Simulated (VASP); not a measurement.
Output of a VASP run:

### OSZICAR
```
       N       E                     dE             d eps       ncg     rms          rms(c)
DAV:   1     0.111121163823E+04    0.11112E+04   -0.45553E+04  1566   0.117E+03
DAV:   2     0.708537582966E+02   -0.10404E+04   -0.10075E+04  1588   0.354E+02
DAV:   3    -0.512651553668E+02   -0.12212E+03   -0.12156E+03  1574   0.138E+02
DAV:   4    -0.558499885697E+02   -0.45848E+01   -0.45688E+01  1556   0.285E+01
DAV:   5    -0.559781002790E+02   -0.12811E+00   -0.12801E+00  1604   0.450E+00    0.499E+00
DAV:   6    -0.549969682370E+02    0.98113E+00   -0.17406E+00  1529   0.352E+00    0.314E+00
DAV:   7    -0.548952564185E+02    0.10171E+00   -0.92253E-01  1721   0.260E+00    0.173E+00
DAV:   8    -0.549269909027E+02   -0.31734E-01   -0.73990E-02  1483   0.112E+00    0.449E-01
DAV:   9    -0.549255641826E+02    0.14267E-02   -0.24145E-03  1553   0.224E-01    0.165E-01
DAV:  10    -0.549263941814E+02   -0.83000E-03   -0.27368E-03  1502   0.195E-01    0.469E-02
DAV:  11    -0.549263478006E+02    0.46381E-04   -0.22160E-04  1526   0.598E-02    0.814E-03
DAV:  12    -0.549263498149E+02   -0.20143E-05   -0.10239E-05  1649   0.154E-02    0.594E-03
DAV:  13    -0.549263510271E+02   -0.12122E-05   -0.48727E-06  1201   0.621E-03    0.438E-03
DAV:  14    -0.549263511866E+02   -0.15952E-06   -0.13133E-07   921   0.217E-03
   1 F= -.54926351E+02 E0= -.54926351E+02  d E =-.249115E-69
```

File OUTCAR:
```
------------------------ aborting loop because EDIFF is reached ----------------------------------------
  FORCE on cell =-STRESS in cart. coord.  units (eV):
  Direction    XX          YY          ZZ          XY          YZ          ZX
  --------------------------------------------------------------------------------------
  Total        4.5789501      4.5789501      4.5724100      0.0070309      0.0000000      0.0000000
  in kB       15.9191511     15.9191511     15.8964139      0.0244436      0.0000000      0.0000000
  external PRESSURE =      15.9115720 kB  Pullay stress =       0.0000000 kB
  volume of cell :      460.85
      direct lattice vectors                 reciprocal lattice vectors
     0.000000000  8.841975000  8.841975000    -0.056548452  0.056548452  0.056548452
     8.841975000  0.000000000  8.841975000     0.056548452 -0.056548452  0.056548452
     2.947325000  2.947325000  0.000000000     0.169645356  0.169645356 -0.169645356
 POSITION                                       TOTAL-FORCE (eV/Angst)
 -----------------------------------------------------------------------------------
      0.00000      0.00000      0.00000         0.000000      0.000000     -0.000000
      2.94732      0.00000      2.94732        -0.000000     -0.000000     -0.000000
      5.89465      0.00000      5.89465        -0.000000     -0.000000     -0.000000
      0.00000      2.94732      2.94732         0.000000      0.000000     -0.000000
      2.94732      2.94732      5.89464        -0.000000      0.000000     -0.000000
      5.89465      2.94732      8.84197         0.000000      0.000000     -0.000000
      0.00000      5.89465      5.89465         0.000000     -0.000000     -0.000000
      2.94732      5.89465      8.84197        -0.000000     -0.000000     -0.000000
      5.89465      5.89465     11.78931        -0.000000      0.000000     -0.000000
      2.94733      2.94733      2.94733         0.000000      0.000000      0.000000
      5.89465      2.94733      5.89465        -0.000000      0.000000      0.000000
      8.84197      2.94733      8.84197         0.000000     -0.000000      0.000000
      2.94733      5.89465      5.89465         0.000000     -0.000000      0.000000
      5.89465      5.89465      8.84197         0.000000     -0.000000      0.000000
      8.84197      5.89465     11.78930        -0.000000     -0.000000      0.000000
      2.94733      8.84197      8.84197        -0.000000      0.000000     -0.000000
      5.89465      8.84197     11.78930        -0.000000      0.000000     -0.000000
      8.84197      8.84197     14.73662        -0.000000     -0.000000      0.000000
 -----------------------------------------------------------------------------------
    total drift:                                0.000000      0.000000     -0.000000
  FREE ENERGIE OF THE ION-ELECTRON SYSTEM (eV)
  ---------------------------------------------------
  free  energy   TOTEN  =       -54.9263511866 eV

  energy  without entropy=      -54.9263511866  energy(sigma->0) =      -54.92635119
```
(Selected blocks of OUTCAR.)

**POSCAR**
```
NaBr
1
    0.0000000000     8.8419750000     8.8419750000
    8.8419750000     0.0000000000     8.8419750000
    2.9473250000     2.9473250000     0.0000000000
Na Br
9 9
Direct
  0.0000000000   0.0000000000   0.0000000000
  0.0000000000   0.3333330000   0.0000000000
  0.0000000000   0.6666670000   0.0000000000
  0.3333330000   0.0000000000   0.0000000000
  0.3333330000   0.3333330000   0.0000000000
  0.3333330000   0.6666670000   0.0000000000
  0.6666670000   0.0000000000   0.0000000000
  0.6666670000   0.3333330000   0.0000000000
  0.6666670000   0.6666670000   0.0000000000
  0.1666670000   0.1666670000   0.5000000000
  0.1666670000   0.5000000000   0.5000000000
  0.1666670000   0.8333330000   0.5000000000
  0.5000000000   0.1666670000   0.5000000000
  0.5000000000   0.5000000000   0.5000000000
  0.5000000000   0.8333330000   0.5000000000
  0.8333330000   0.1666670000   0.5000000000
  0.8333330000   0.5000000000   0.5000000000
  0.8333330000   0.8333330000   0.5000000000
```

Q: Reconstruct the remaining input files.

A: One answer among several that fit: the input of the run itself, PBE GGA, plane waves, VASP's PBE PAW potentials (set 64).

**KPOINTS**
```
Automatic mesh
0
gamma
2 2 5
0 0 0
```

**INCAR**
```
ALGO=Normal
EDIFF=1E-6
ENCUT=300
GGA=PE
ISIF=2
ISMEAR=0
LASPH=.True.
LCHARG=.False.
LMAXMIX=4
LREAL=Auto
LWAVE=.False.
NELM=100
PREC=Accurate
SIGMA=0.01
SYSTEM=NaBr
```

POTCAR, in this order: Na_pv Br (PBE.64 set). Program: vasp_std.

At this cut-off the stress carries a Pulay error, which pulls relaxed volumes low.

The structure comes from a computed database's NaBr entry; how it stands against other phases isn't given here. The cell was not relaxed at this level. The run is one of a series of settings (LREAL = Auto, KPOINTS 2×2×5 Γ-centred mesh against the base run), some of them coarse on purpose.
